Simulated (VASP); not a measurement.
## VASP 6.6.1 run: KCl

INCAR

```
NBANDS = 15
EDIFF = 1E-7
POTIM = 0.8
NELM = 120
LWAVE = .FALSE.
LREAL = .FALSE.
NSW = 40
EDIFFG = -5E-3
GGA = CA
SIGMA = 0.02
LCHARG = .FALSE.
ENCUT = 600
IBRION = 2
PREC = Accurate
ISIF = 3
ISMEAR = -1
LASPH = .TRUE.
```

KPOINTS

```
KPOINTS created by Atomic Simulation Environment
0
Gamma
4 4 4
0 0 0
```

POSCAR

```
K  Cl
 1.0000000000000000
    -0.0000000000000000    3.1891679892388356    3.1891679892388356
     3.1891679892388356   -0.0000000000000000    3.1891679892388356
     3.1891679892388356    3.1891679892388356   -0.0000000000000000
 K   Cl
   1   1
Cartesian
 -0.0000000000000000 -0.0000000000000000  0.0000000000000000
  3.1891679892388356  3.1891679892388356  3.1891679892388356
```

The recommended LDA PAW datasets give the neutral cell 16 valence electrons.

Command

```
mpirun -np 1 vasp_std
```

OSZICAR

```
N       E                     dE             d eps       ncg     rms          rms(c)
DAV:   1     0.116030420083E+03    0.11603E+03   -0.76835E+03   240   0.106E+03
DAV:   2     0.333670677772E+00   -0.11570E+03   -0.10115E+03   324   0.263E+02
DAV:   3    -0.737155771092E+01   -0.77052E+01   -0.76463E+01   317   0.568E+01
DAV:   4    -0.764176046342E+01   -0.27020E+00   -0.27007E+00   384   0.107E+01
DAV:   5    -0.764433627003E+01   -0.25758E-02   -0.25757E-02   331   0.110E+00    0.322E+00
DAV:   6    -0.736500966506E+01    0.27933E+00   -0.38974E-01   289   0.320E+00    0.257E+00
DAV:   7    -0.733613193258E+01    0.28878E-01   -0.62369E-02   331   0.152E+00    0.153E+00
DAV:   8    -0.733532432568E+01    0.80761E-03   -0.11154E-02   328   0.793E-01    0.241E-01
DAV:   9    -0.733531105407E+01    0.13272E-04   -0.67191E-04   332   0.147E-01    0.841E-02
DAV:  10    -0.733544663166E+01   -0.13558E-03   -0.90882E-05   283   0.707E-02    0.165E-02
...
   3 F= -.74079375E+01 E0= -.74079375E+01  d E =-.724891E-01
       N       E                     dE             d eps       ncg     rms          rms(c)
DAV:   1    -0.740879367414E+01   -0.85623E-03   -0.17833E-02   345   0.123E+00    0.190E-01
DAV:   2    -0.740808482335E+01    0.70885E-03   -0.16766E-03   313   0.328E-01    0.705E-02
DAV:   3    -0.740793857638E+01    0.14625E-03   -0.43209E-04   407   0.160E-01    0.570E-02
DAV:   4    -0.740794048854E+01   -0.19122E-05   -0.17829E-05   434   0.202E-02    0.284E-02
DAV:   5    -0.740794248909E+01   -0.20005E-05   -0.11656E-05   399   0.141E-02    0.373E-03
DAV:   6    -0.740794234990E+01    0.13919E-06   -0.21781E-07   282   0.435E-03    0.230E-03
DAV:   7    -0.740794237023E+01   -0.20327E-07   -0.15327E-07   308   0.234E-03
   4 F= -.74079424E+01 E0= -.74079424E+01  d E =-.724940E-01
```

From OUTCAR

```
k-points           NKPTS =      8   k-points in BZ     NKDIM =      8   number of bands    NBANDS=     15

   NELECT =      16.0000    total number of electrons

   dimension x,y,z NGX =    36 NGY =   36 NGZ =   36
   dimension x,y,z NGXF=    72 NGYF=   72 NGZF=   72

  energy-cutoff  :      600.00
  volume of cell :       56.35
      direct lattice vectors                 reciprocal lattice vectors
    -0.000000000  3.042815172  3.042815172    -0.164321515  0.164321515  0.164321515
     3.042815172 -0.000000000  3.042815172     0.164321515 -0.164321515  0.164321515
     3.042815172  3.042815172  0.000000000     0.164321515  0.164321515 -0.164321515

 k-points in reciprocal lattice and weights: KPOINTS created by Atomic Simulation Env
   0.00000000  0.00000000  0.00000000       0.016
   0.25000000  0.00000000  0.00000000       0.125
   0.50000000  0.00000000  0.00000000       0.062
   0.25000000  0.25000000  0.00000000       0.094
   0.50000000  0.25000000  0.00000000       0.375
  -0.25000000  0.25000000  0.00000000       0.188
   0.50000000  0.50000000  0.00000000       0.047
  -0.25000000  0.50000000  0.25000000       0.094

 E-fermi :  -1.0978

 k-point     1 :       0.0000    0.0000    0.0000
  band No.  band energies     occupation
      1     -28.2566      2.00000
      2     -13.7964      2.00000
      3     -11.9570      2.00000
      4     -11.9570      2.00000
      5     -11.9570      2.00000
      6      -1.6435      2.00000
      7      -1.6435      2.00000
      8      -1.6435      2.00000
      9       3.4550      0.00000
     10       6.4659      0.00000
     11       6.4659      0.00000
     12       6.4659      0.00000
     13       7.4639      0.00000
     14       7.4639      0.00000
     15      11.1579      0.00000

 k-point     2 :       0.2500    0.0000    0.0000
  band No.  band energies     occupation
      1     -28.2466      2.00000
      2     -13.9287      2.00000
      3     -11.9636      2.00000
      4     -11.9636      2.00000
      5     -11.7884      2.00000
      6      -2.3918      2.00000
      7      -1.8738      2.00000
      8      -1.8738      2.00000
      9       4.8288      0.00000
     10       6.2943      0.00000
     11       7.3109      0.00000
     12       7.3109      0.00000
     13       8.4159      0.00000
     14       8.4159      0.00000
     15      12.3527      0.00000

 k-point     3 :       0.5000    0.0000    0.0000
  band No.  band energies     occupation
      1     -28.2365      2.00000
      2     -14.0438      2.00000
      3     -11.9701      2.00000
      4     -11.9701      2.00000
      5     -11.6349      2.00000
      6      -2.9715      2.00000
      7      -2.0839      2.00000
      8      -2.0839      2.00000
      9       5.8285      0.00000
     10       6.9978      0.00000
     11       8.9488      0.00000
     12       8.9488      0.00000
     13       9.8352      0.00000
     14       9.8352      0.00000
     15      10.7311      0.00000

 ...

  Total        0.0093119      0.0093119      0.0093119     -0.0000000     -0.0000000      0.0000000
  in kB        0.2647855      0.2647855      0.2647855     -0.0000000     -0.0000000      0.0000000
  external PRESSURE =       0.2647855 kB  Pullay stress =       0.0000000 kB

 POSITION                                       TOTAL-FORCE (eV/Angst)
 -----------------------------------------------------------------------------------
      0.00000      0.00000      0.00000         0.000000     -0.000000     -0.000000
      3.04282      3.04282      3.04282        -0.000000      0.000000      0.000000
 -----------------------------------------------------------------------------------
    total drift:                                0.000000      0.000000      0.000000

  FREE ENERGIE OF THE ION-ELECTRON SYSTEM (eV)
  ---------------------------------------------------
  free  energy   TOTEN  =        -7.4079423702 eV

  energy  without entropy=       -7.4079423702  energy(sigma->0) =       -7.40794237
```

```json
{"ionic step": "1", "ΔE (meV/atom)": "0.0", "volume (Å³)": "64.87", "largest force (eV/Å)": "0.000", "pressure (GPa)": "-2.39", "electronic steps": "13"}
{"ionic step": "2", "ΔE (meV/atom)": "-34.9", "volume (Å³)": "57.88", "largest force (eV/Å)": "0.000", "pressure (GPa)": "-0.58", "electronic steps": "9"}
{"ionic step": "3", "ΔE (meV/atom)": "-36.2", "volume (Å³)": "56.50", "largest force (eV/Å)": "0.000", "pressure (GPa)": "-0.04", "electronic steps": "9"}
{"ionic step": "4", "ΔE (meV/atom)": "-36.2", "volume (Å³)": "56.35", "largest force (eV/Å)": "0.000", "pressure (GPa)": "0.03", "electronic steps": "7"}
```

It converged. Results: relaxed cell vector lengths 4.303, 4.303, 4.303 Å; relaxed cell volume 56.35 Å³.

 The volume moved far on the plane waves of the start cell, so a restart from CONTCAR is due.

For comparison, a separate LDA relaxation on usual settings, not on those above, ends at 56.34 Å³.

The run above took about 33 s on one core of a shared host (Intel Xeon Platinum 8488C) and held 0.18 GiB at most.
